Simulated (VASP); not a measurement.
# AlGaN2 (P-4m2) in VASP: a series of runs

One crystal, AlGaN2, is run at these levels: HSE06; tasks: single point.

All numbers are computed with VASP 6.6.1; they aren't measurements. Logs are shortened: lines on timing, memory, paths and dates and some standing lists are left out, and cuts for length are marked.

### Step 1. The structure

The structure is tetragonal, space group P-4m2 (No. 115). The conventional cell has a = 3.141 Å, b = 3.141 Å, c = 4.424 Å, α = 90.00°, β = 90.00°, γ = 90.00°. Ga (site symmetry -4m2) is surrounded by 4 N at 1.95 Å. Around Al (site symmetry -4m2) lie 4 N at 1.89 Å. N (site symmetry 2mm) is surrounded by 2 Al at 1.89 Å and 2 Ga at 1.95 Å.

The cell comes from a database or a generator and needn't be the stable form of this composition.

### Step 2. Single point, HSE06

The input, POSCAR:

```
AlGaN2
1.0
    3.1408770487      0.0000000000      0.0000000000
    0.0000000000      3.1408770487      0.0000000000
    0.0000000000      0.0000000000      4.4238379400
Ga Al N
1 1 2
Direct
    0.0000000000      0.0000000000      0.0000000000
    0.5000000000      0.5000000000      0.5000000000
    0.0000000000      0.5000000000      0.2617351900
    0.5000000000      0.0000000000      0.7382648100
```

The input, INCAR.step1:

```
PREC = Accurate
ENCUT = 280
EDIFF = 1E-5
ISMEAR = 0
SIGMA = 0.01
LREAL = False
LASPH = True
NELM = 100
ALGO = Normal
ISIF = 2
LWAVE = True
LCHARG = False
NBANDS = 21
NKRED = 1
GGA = PE
```

The input, INCAR.step2:

```
PREC = Accurate
ENCUT = 280
EDIFF = 1E-6
ISMEAR = 0
SIGMA = 0.01
LREAL = False
LASPH = True
NELM = 100
ALGO = Normal
ISIF = 2
LWAVE = False
LCHARG = False
GGA = PE
LHFCALC = True
HFSCREEN = 0.2
PRECFOCK = Fast
NBANDS = 21
NKRED = 1
ISTART = 1
```

The input, KPOINTS:

```
Automatic mesh
0
Gamma
  4 4 3
```

Potentials or basis: VASP PAW PBE potentials, release 64 (Ga_d, Al, N).

Launch:

```sh
cat potpaw_PBE.64/Ga_d/POTCAR potpaw_PBE.64/Al/POTCAR potpaw_PBE.64/N/POTCAR > POTCAR
cp INCAR.step1 INCAR
mpirun -np 1 vasp_std > vasp.out
cp INCAR.step2 INCAR
mpirun -np 1 vasp_std > vasp.out
```

OUTCAR:

```text
PREC = Accurate
   ENCUT = 280
   EDIFF = 1E-6
   ISMEAR = 0
   LREAL = False
   LASPH = True
   NELM = 100
   ISIF = 2
   GGA = PE
   LHFCALC = True
   HFSCREEN = 0.2
   PRECFOCK = Fast
   NKRED = 1
   ISTART = 1

 Found     12 irreducible k-points:

 Following reciprocal coordinates:
            Coordinates               Weight
  0.000000  0.000000  0.000000      1.000000
  0.250000  0.000000  0.000000      4.000000
  0.500000  0.000000  0.000000      2.000000
  0.250000  0.250000  0.000000      4.000000
  0.500000  0.250000  0.000000      4.000000
  0.500000  0.500000  0.000000      1.000000
   k-points           NKPTS =     12   k-points in BZ     NKDIM =     48   number of bands    NBANDS=     21
   number of dos      NEDOS =    301   number of ions     NIONS =      4
   total plane-waves  NPLWV =   7776
   dimension x,y,z NGX =    18 NGY =   18 NGZ =   24
   dimension x,y,z NGXF=    36 NGYF=   36 NGZF=   48
   ions per type =               1   1   2
   NGX,Y,Z   is equivalent  to a cutoff of   9.53,  9.53,  9.02 a.u.
   NGXF,Y,Z  is equivalent  to a cutoff of  19.05, 19.05, 18.04 a.u.
 SYSTEM =  unknown system
   PREC   = accura    normal or accurate (medium, high low for compatibility)
   ISTART =      1    job   : 0-new  1-cont  2-samecut
   ICHARG =      0    charge: 1-file 2-atom 10-const
   ISPIN  =      1    spin polarized calculation?
   LNONCOLLINEAR =      F non collinear calculations
   LSORBIT =      F    spin-orbit coupling
   LASPH  =      T    aspherical Exc in radial PAW
   ENCUT  =  280.0 eV  20.58 Ry    4.54 a.u.   4.29  4.29  6.04*2*pi/ulx,y,z
   NELM   =    100;   NELMIN=  2; NELMDL=  0     # of ELM steps
   EDIFF  = 0.1E-05   stopping-criterion for ELM
   LREAL  =      F    real-space projection
   EDIFFG = 0.1E-04   stopping-criterion for IOM
   NSW    =      0    number of steps for IOM
   IBRION =     -1    ionic relax: 0-MD 1-quasi-New 2-CG
   NFREE  =      0    steps in history (QN), initial steepest desc. (CG)
   ISIF   =      2    stress and relaxation
   ISYM   =      3    0-nonsym 1-usesym 2-fastsym
   POTIM  = 0.5000    time-step for ionic-motion
   TEBEG  =    0.0;   TEEND  =   0.0 temperature during run
   PSTRESS=    0.0 pullay stress
   NELECT =      26.0000    total number of electrons
   NUPDOWN=      -1.0000    fix difference up-down
   EMIN   =  10.00;   EMAX   =-10.00  energy-range for DOS
   EFERMI =   0.00;   METHOD = LEGACY
   ISMEAR =     0;   SIGMA  =   0.01  broadening in eV -4-tet -1-fermi 0-gaus
   EFERMI_NEDOS =   21; number of points for ismear=-14 and -15
   IALGO  =     38    algorithm
   IMIX   =      1    mixing-type and parameters
     AMIX     =   0.40;   BMIX     =  1.00
     AMIX_MAG =   1.60;   BMIX_MAG =  1.00
  volume/ion in A,a.u.               =      10.91        73.63
  Fermi-wavevector in a.u.,A,eV,Ry     =   1.377523  2.603141 25.818009  1.897570
  Thomas-Fermi vector in A             =   2.502669
   LORBIT       =      0    0 simple, 1 ext, 2 COOP (PROOUT), +10 PAW based schemes
   GGA     = PE    functional components
   LHFCALC =     T    Hartree Fock is set to
   PRECFOCK=fast      Normal, Fast or Accurate (Low or Medium for compatibility)
   ENCUT4O =  -1.0   cutoff for four orbital integrals eV
   NKREDX  =     1    reduce k-point grid by
   NKREDY  =     1    reduce k-point grid by
   NKREDZ  =     1    reduce k-point grid by
   AEXX    =    0.2500 exact exchange contribution
   HFSCREEN=    0.2000 screening length (either q_TF or 0.3 A-1)
   HFSCREENC=   0.2000 screening length for correlation (either q_TF or 0.3 A-1)
   ENCUTFOCK=  -1.0 apply spherical cutoff to Coloumb kernel
   IVDW    =     0    specifies the selected vdW correction
   LEPSILON=     F    determine dielectric tensor
   LRPA    =     F    only Hartree local field effects (RPA)
 non-spin polarized calculation
 Gauss-broadening in eV      SIGMA  =   0.01
  energy-cutoff  :      280.00
  volume of cell :       43.64
 maximum number of plane-waves:       481
 NGX is ok and might be reduce to    18
  NGX = 10; NGY = 10; NGZ = 14

 number of electron      26.0000028 magnetization

 Free energy of the ion-electron system (eV)
  ---------------------------------------------------
  ext. energy  EPLUGINS =         0.00000000
  ---------------------------------------------------
  free energy    TOTEN  =       -32.09471586 eV

  energy without entropy =      -32.09471586  energy(sigma->0) =      -32.09471586

 E-fermi :   4.8249     XC(G=0):  -9.3000

 val. band max:        4.7605732727   @ k =   0.0000   0.0000   0.0000
 cond. band min:       8.8498894153   @ k =   0.0000   0.0000   0.0000
 fundamental gap:      4.0893161425
 Fermi energy:         4.8249394155

 k-point     1 :       0.0000    0.0000    0.0000
  band No.  band energies     occupation
      1     -12.3677      2.00000
      2     -11.1991      2.00000
      3     -10.2716      2.00000
      4     -10.2716      2.00000
      5     -10.2016      2.00000
      6     -10.0677      2.00000
[... 13 lines left out ...]
     20      19.7766      0.00000
     21      21.9546      0.00000

 k-point     2 :       0.2500    0.0000    0.0000
  band No.  band energies     occupation
      1     -11.8944      2.00000
      2     -11.1983      2.00000
      3     -10.2628      2.00000
      4     -10.2316      2.00000
      5     -10.1025      2.00000
      6     -10.0869      2.00000
[... 13 lines left out ...]
     20      18.9301      0.00000
     21      20.2008      0.00000

 k-point     3 :       0.5000    0.0000    0.0000
  band No.  band energies     occupation
      1     -11.4164      2.00000
      2     -11.2091      2.00000
      3     -10.2550      2.00000
      4     -10.1723      2.00000
      5     -10.1378      2.00000
      6      -9.3718      2.00000
[... 13 lines left out ...]
     20      18.5258      0.00000
     21      18.6167      0.00000

 k-point     4 :       0.2500    0.2500    0.0000
  band No.  band energies     occupation
      1     -11.5517      2.00000
      2     -11.1776      2.00000
      3     -10.2642      2.00000
      4     -10.1683      2.00000
      5     -10.1522      2.00000
      6      -9.8566      2.00000
[... 13 lines left out ...]
     20      18.2652      0.00000
     21      19.6331      0.00000

 k-point     5 :       0.5000    0.2500    0.0000
  band No.  band energies     occupation
      1     -11.2833      2.00000
      2     -11.1525      2.00000
      3     -10.2204      2.00000
      4     -10.2009      2.00000
      5     -10.1244      2.00000
      6      -9.0019      2.00000
[... 13 lines left out ...]
     20      20.0200      0.00000
     21      20.3025      0.00000

 k-point     6 :       0.5000    0.5000    0.0000
  band No.  band energies     occupation
      1     -11.1528      2.00000
      2     -11.1528      2.00000
      3     -10.2571      2.00000
      4     -10.1155      2.00000
      5     -10.0957      2.00000
      6      -8.4971      2.00000
[... 13 lines left out ...]
     20      21.6269      0.00000
     21      21.8478      0.00000

 [... further k-points ...]
[... 5 lines left out ...]
  --------------------------------------------------------------------------------------
  -------------------------------------------------------------------------------------
  Total       -7.0753671     -7.0753671     -7.3191681      0.0000000      0.0000000      0.0000000
  in kB     -259.7517489   -259.7517489   -268.7022019      0.0000000      0.0000000      0.0000000
  external PRESSURE =    -262.7352333 kB  Pullay stress =       0.0000000 kB

 VOLUME and BASIS-vectors are now :
 -----------------------------------------------------------------------------
  energy-cutoff  :      280.00
  volume of cell :       43.64
      direct lattice vectors                 reciprocal lattice vectors
     3.140877049  0.000000000  0.000000000     0.318382409  0.000000000  0.000000000
     0.000000000  3.140877049  0.000000000     0.000000000  0.318382409  0.000000000
     0.000000000  0.000000000  4.423837940     0.000000000  0.000000000  0.226048064

 POSITION                                       TOTAL-FORCE (eV/Angst)
 -----------------------------------------------------------------------------------
      0.00000      0.00000      0.00000         0.000000     -0.000000      0.000000
      1.57044      1.57044      2.21192         0.000000      0.000000      0.000000
      0.00000      1.57044      1.15787         0.000000      0.000000     -0.084052
      1.57044      0.00000      3.26596         0.000000      0.000000      0.084052
 -----------------------------------------------------------------------------------
    total drift:                               -0.000022      0.000011      0.000031

  FREE ENERGIE OF THE ION-ELECTRON SYSTEM (eV)
  ---------------------------------------------------
  free  energy   TOTEN  =       -32.0947158562 eV

  energy  without entropy=      -32.0947158562  energy(sigma->0) =      -32.09471586
```

Wall time 2.3 min (1 thread of Intel Xeon Platinum 8375C at 2.90GHz (Ice Lake), shared host); peak memory 0.23 GiB.

The run converged, but a check on its numbers failed (symmetry, net force, bounds or a known fault of this set-up), so they aren't taken as properties of the crystal.

Caveat: the k mesh is coarse (spacing up to 0.50 Å⁻¹), so the values aren't converged, least of all with exact exchange; the cutoff lies under the usual one of these potentials, so the numbers hold a large basis-set error; the PAW data sets were made with another functional, which shifts forces and pressure a little; an odd mesh through Γ misses points on the zone boundary, where band edges often lie.

### Step 3. Single point, HSE06

POSCAR is that of step 2.

Edit INCAR.step1 of step 2 so:

```diff
@@ -1,3 +1,3 @@
 PREC = Accurate
-ENCUT = 280
+ENCUT = 460
 EDIFF = 1E-5
```

Edit INCAR.step2 of step 2 so:

```diff
@@ -1,3 +1,3 @@
 PREC = Accurate
-ENCUT = 280
+ENCUT = 460
 EDIFF = 1E-6
```

KPOINTS is that of step 2.

Potentials or basis: VASP PAW PBE potentials, release 64 (Ga_d, Al, N).

Launch:

```sh
cat potpaw_PBE.64/Ga_d/POTCAR potpaw_PBE.64/Al/POTCAR potpaw_PBE.64/N/POTCAR > POTCAR
cp INCAR.step1 INCAR
mpirun -np 1 vasp_std > vasp.out
cp INCAR.step2 INCAR
mpirun -np 1 vasp_std > vasp.out
```

Wall time 3.1 min (1 thread of Intel Xeon Platinum 8375C at 2.90GHz (Ice Lake), shared host); peak memory 0.26 GiB.

These settings aren't checked as converged: the numbers below hold their error.

Results:

```
Free energy            : -32.1756 eV
Pressure               : -1.5 GPa
Largest force          : 0.110 eV/Å
Band gap on the k mesh : 4.19 eV, direct
```

Caveat: the k mesh is coarse (spacing up to 0.50 Å⁻¹), so the values aren't converged, least of all with exact exchange; the cutoff is under 1.25 times the usual one of these potentials, so pressure, stress and relaxed cells hold a basis-set (Pulay) error; the PAW data sets were made with another functional, which shifts forces and pressure a little; an odd mesh through Γ misses points on the zone boundary, where band edges often lie.

(Continued in part 2 of 2.)
